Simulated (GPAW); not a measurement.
# Nb (P-1) in GPAW: reference runs

Aim: a first look at Nb with PBE, on the cell as given.

All numbers are computed with GPAW 26.7.0; they aren't measurements. Logs are shortened: lines on timing, memory, paths and dates and some standing lists are left out, and cuts for length are marked. The log counts tension as positive stress, the text compression.

## (1) The cell of the first run

The typed cell holds 1 atom: a = 2.707 Å, b = 3.357 Å, c = 2.926 Å, α = 126.55°, β = 106.47°, γ = 102.66°.

This isn't the form of Nb at room conditions, which is bcc.

## (2) Single point, PBE (cell sheared at random, sigma 0.1, atoms nudged by 0.01 Å)

run.py

```python
from ase import Atoms
from ase.dft.bandgap import bandgap
from ase.io import write
from ase.units import Bohr, GPa
from gpaw import GPAW, PW
from gpaw.elf import elf_from_dft_calculation

atoms = Atoms(['Nb'],
              cell=[[-1.45458837, 1.60092034, 1.62730152],
                    [1.61901073, -1.98182682, 2.17263036],
                    [1.2182993, 1.74553775, -2.008208]],
              scaled_positions=[[0.0, 0.0, 0.0]],
              pbc=True)

calc = GPAW(mode=PW(600),
            xc='PBE',
            kpts={'size': (12, 11, 13), 'gamma': True},
            occupations={'name': 'fermi-dirac', 'width': 0.05},
            nbands=15,
            convergence={'density': 1e-05, 'energy': 1e-05},
            maxiter=150,
            txt='gpaw.txt')
atoms.calc = calc
energy = atoms.get_potential_energy()
forces = atoms.get_forces()
stress = atoms.get_stress()
calc.write('gs.gpw')
write('result.traj', atoms)
print(f'Energy: {energy:.6f} eV')
print('Forces (eV/A):')
print(forces.round(4))
print('Stress (GPa):', (stress / GPa).round(3))
print('Fermi level:', round(calc.get_fermi_level(), 4), 'eV')
print(f'Gap: {bandgap(calc)[0]:.4f} eV, direct: {bandgap(calc, direct=True)[0]:.4f} eV')

# fields on the real-space grid
write('density.cube', atoms, data=calc.get_pseudo_density() * Bohr**3)
write('potential.cube', atoms, data=calc.get_electrostatic_potential())
write('elf.cube', atoms, data=elf_from_dft_calculation(calc).data)
```

Potentials or basis: GPAW PAW data sets (gpaw-data 1.2.1), pw.

Started as:

```sh
$ OMP_NUM_THREADS=1 python run.py
```

gpaw.txt:

```text
__  _  _
 | _ |_)|_||  |
 |__||  | ||/\| - 26.7.0

Input parameters:
  mode=PW(ecut=600.0),
  convergence={'density': 1e-05, 'energy': 1e-05},
  kpts=MonkhorstPack(size=(12, 11, 13), gamma=True),
  maxiter=150,
  nbands=15,
  occupations=Occupations(name='fermi-dirac', width=0.05),
  xc=XC(name='PBE')

Diagonalizing LCAO Hamiltonian
Converting LCAO to pw mode

       Nb

Atoms  # Å, Bohr magnetons
|   | symbol |        x |        y |        z |    initial magnetic moments |
|---|--------|----------|----------|----------|-----------------------------|
| 0 |     Nb | 0.000000 | 0.000000 | 0.000000 | ( 0.0000,  0.0000,  0.0000) |

Unit cell  # Å
| periodic |         x |         y |         z |  lengths |     angles |
|----------|-----------|-----------|-----------|----------|------------|
|      yes | -1.454588 |  1.600920 |  1.627302 | 2.706822 | 126.547233 |
|      yes |  1.619011 | -1.981827 |  2.172630 | 3.356956 | 106.468555 |
|      yes |  1.218299 |  1.745538 | -2.008208 | 2.926441 | 102.664736 |

Number of symmetries: 2
Symmetry operations  # r_c * U_cc + t_c -> r_c
|   | kind |            matrix            |
|---|------|------------------------------|
| 0 |  E   |  1, 0, 0,  0, 1, 0,  0, 0, 1 |
| 1 |  i   | -1, 0, 0,  0,-1, 0,  0, 0,-1 |

BZ-sampling:
  Number of BZ points: 1716
  Number of IBZ points: 859

  Monkhorst-Pack size: [12, 11, 13]
  Monkhorst-Pack shift: [0.041666666666666664, 0.0, 0.0]

K-points  # in reciprocal-cell coordinates
|     |                                coordinates |     weight |
|-----|--------------------------------------------|------------|
|   0 | ( -0.00000000,   0.00000000,   0.00000000) | 0.00058275 |
|   1 | ( -0.00000000,   0.00000000,   0.07692308) | 0.00116550 |
|   2 | ( -0.00000000,   0.00000000,   0.15384615) | 0.00116550 |
|   3 | ( -0.00000000,   0.00000000,   0.23076923) | 0.00116550 |
|   4 | ( -0.00000000,   0.00000000,   0.30769231) | 0.00116550 |
|   5 | ( -0.00000000,   0.00000000,   0.38461538) | 0.00116550 |
|   6 | ( -0.00000000,   0.00000000,   0.46153846) | 0.00116550 |
|   7 | ( -0.00000000,   0.09090909,  -0.46153846) | 0.00116550 |
|   8 | ( -0.00000000,   0.09090909,  -0.38461538) | 0.00116550 |
|   9 | ( -0.00000000,   0.09090909,  -0.30769231) | 0.00116550 |
| ... |                                            |            |
| 858 | (  0.50000000,   0.45454545,   0.46153846) | 0.00116550 |

Plane wave coefficients: 604
Cutoff: 600.0 eV

Spin-components: 1 (collinear spins)
Bands:           15
Projectors:      6
Spin-degeneracy: 2
Datatype:        complex128

Parallelization:
  kpt:    1
  domain: 1
  band:   1

Density:
  Valence electrons: 13.0
  Components: 1
  Grid points: [16 20 18]
  Charge: 0.0  # |e|

Potential:
  Grid points: [16 20 18]

species:
  Nb:
    name:    Niobium
    Z:       41.0
    valence: 13
    core:    28
    charge:  0.0  # [|e|]
    compensation charges:
      type: gauss
      rc: 0.40  # [Å]
      lmax: 2
    cutoffs:
      filter: 2.35  # [Å]
      core: 1.51  # [Å]
    projectors
    | kind |    occ | energy [eV] | rcut [Å] |
    |------|--------|-------------|----------|
    |   4s |  2.000 |     -58.361 |    1.323 |
    |   5s |  1.000 |      -3.980 |    1.323 |
    |   4p |  6.000 |     -34.526 |    1.323 |
    |   5p |  0.000 |      -1.111 |    1.323 |
    |   4d |  4.000 |      -3.041 |    1.244 |
    |    d |        |      24.171 |    1.244 |

    Using partial waves for Nb as LCAO basis

Reference energy: -103906.147789  # eV

eigensolver:
  PPCG
  Converge bands: occupied
  niter=2

density mixing:
  MSR1-Mixer
  Pratt-step length: 0.05
  Maximum mixing coefficient: 0.75
  Old densities: 10
  SVD Regularization: 0.005
  Good broyden scale: 1.0
  Trust region scale: 1.0
  Backstep threshold: 4.0
  History deletion threshold: 6.0
  Fourier metric: weight=20.0, sigma=0.015

occupation numbers:
  Fermi-Dirac:
    width: 0.0500  # eV

poisson solver:
  ecut: 4800.0  # eV

xc functional:
  name: PBE with 2 nearest neighbor stencil

convergence criteria:
- Maximum integral of absolute [dens]ity change: 1e-05 electrons / valence electron
- Maximum [total energy] change in last 3 cyles: 1e-05 eV / valence electron
- Maximum integral of absolute [eigenst]ate change: 4e-08 eV^2 / valence electron
maximum number of iterations: 150

SCF iterations
|iter     | |      energy | eigst |  dens |
|---------|-|-------------|-------|-------|
|iter:   1| |  -10.484404 | +0.03 |       |
|iter:   2| |  -10.401161 | -2.61 | -1.06 |
|iter:   3| |   -9.989727 | -1.59 | -1.10 |
|iter:   4| |   -9.988648 | -3.02 | -1.81 |
|iter:   5| |   -9.989403 | -4.27 | -2.18 |
|iter:   6| |   -9.989428 | -5.81 | -3.08 |
|iter:   7| |   -9.989429c| -7.44c| -4.00 |
|iter:   8| |   -9.989429c| -7.96c| -4.47 |
|iter:   9| |   -9.989429c| -9.08c| -5.44c|

Converged in 9 steps
Energy contributions relative to reference atoms: (reference = -103906.147789)

Energy contributions:
  Kinetic:           2.930586
  Coulomb:          -6.089895
  Zero:             -0.057677
  External:          0.000000
  Xc:               -6.768415
  Entropy:          -0.008056
  Spinorbit:         0.000000
  ----------------------------
  Free energy:      -9.993457
  Extrapolated:     -9.989429

dipole moment: (-5.054230, -4.988104, -6.549246)  # |e|*Ang

Fermi level: 11.899
Eigenvalues  # (at kpt = [-0.000, 0.000, 0.000])
| band index |      eig [eV] | occ [0-2] |
|------------|---------------|-----------|
|          0 |       -42.799 |     2.000 |
|          1 |       -18.457 |     2.000 |
|          2 |       -17.824 |     2.000 |
|          3 |       -17.648 |     2.000 |
|          4 |         5.771 |     2.000 |
|          5 |         9.647 |     2.000 |
|          6 |        11.664 |     1.982 |
|          7 |        13.527 |     0.000 |
|          8 |        15.106 |     0.000 |
|          9 |        16.705 |     0.000 |
|         10 |        23.966 |     0.000 |
|         11 |        26.017 |     0.000 |
|         12 |        31.219 |     0.000 |
|         13 |        33.799 |     0.000 |
|         14 |        35.266 |     0.000 |

No gap
No difference between direct/indirect transitions

Forces  # eV/Ang
|       x |       y |       z |
|---------|---------|---------|
| 0.00000 | 0.00000 | 0.00000 |  # Nb   0

Stress tensor  # eV/Ang^3
|         x |         y |         z |
|-----------|-----------|-----------|
| -0.158564 | -0.003961 |  0.010739 |
| -0.003961 | -0.008569 | -0.077475 |
|  0.010739 | -0.077475 | -0.028929 |

# Writing to gs.gpw (mode='')
```

stdout:

```text
Energy: -9.989429 eV
Forces (eV/A):
[[0. 0. 0.]]
Stress (GPa): [-25.405  -1.373  -4.635 -12.413   1.721  -0.635]
Fermi level: 11.8989 eV
Gap: 0.0000 eV, direct: 0.0000 eV
```

Run time: 2.6 min. Hardware: 1 thread of Arm Neoverse V1, shared host; peak memory 0.34 GiB.

What came out:

- Free energy: -9.9935 eV
- Pressure: 10.5 GPa
- Band gap on the k mesh: none (metal or under the smearing width)
